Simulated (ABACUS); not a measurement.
Here is an ABACUS 3.10.1 calculation.

Contents of INPUT:

```
INPUT_PARAMETERS
suffix              InP
calculation         scf
basis_type          pw
pseudo_dir          ./
symmetry            1
dft_functional      MGGA_X_TM+MGGA_C_TM
ecutwfc             82
pseudo_rcut         10
nspin               1
nbands              19
ks_solver           dav
smearing_method     fd
smearing_sigma      0.00367493
scf_thr             1e-08
scf_nmax            100
mixing_type         broyden
mixing_beta         0.7
cal_force           1
cal_stress          1
mixing_tau          1
out_chg             1
kpar                4
```

STRU

```
ATOMIC_SPECIES
In 114.8180 In_ONCV_PBE-1.2.upf
P 30.9738 P_ONCV_PBE-1.2.upf

LATTICE_CONSTANT
1.8897261246

LATTICE_VECTORS
0.0000000000 2.9305000000 2.9305000000
2.9305000000 0.0000000000 2.9305000000
2.9305000000 2.9305000000 0.0000000000

ATOMIC_POSITIONS
Direct

In
0.0
1
0.0000000000 0.0000000000 0.0000000000 1 1 1

P
0.0
1
0.7500000000 0.7500000000 0.7500000000 1 1 1
```

Contents of KPT:

```
K_POINTS
0
Gamma
5 5 5 0 0 0
```

Potentials or basis: SG15 ONCV 1.2 PBE, plane waves.

The run is started by

```bash
$ OMP_NUM_THREADS=1 mpirun -np 4 abacus > log
```

Problem. Estimate the band gap on the k mesh.

Solution. 0.82 eV, direct.

Problem. Estimate the pressure.

Solution. 0.8 GPa.

Caveat: the potentials were made for another functional, which shifts forces and pressure; spin-orbit coupling is left out, which moves the levels of the heavy elements.

**The experiment to reproduce.**

From a printed reference work, data compilation, for a bulk crystal of InP at 1.6 K: band gap 1.4236 eV (direct).

Measured gap of InP: 1.4236 eV (direct; 1.6 K; a printed reference work, data compilation). This calculation gives 0.82 eV (-0.61 eV). Spin-orbit coupling on In is left out. The value is that of TM, without temperature or zero-point motion.
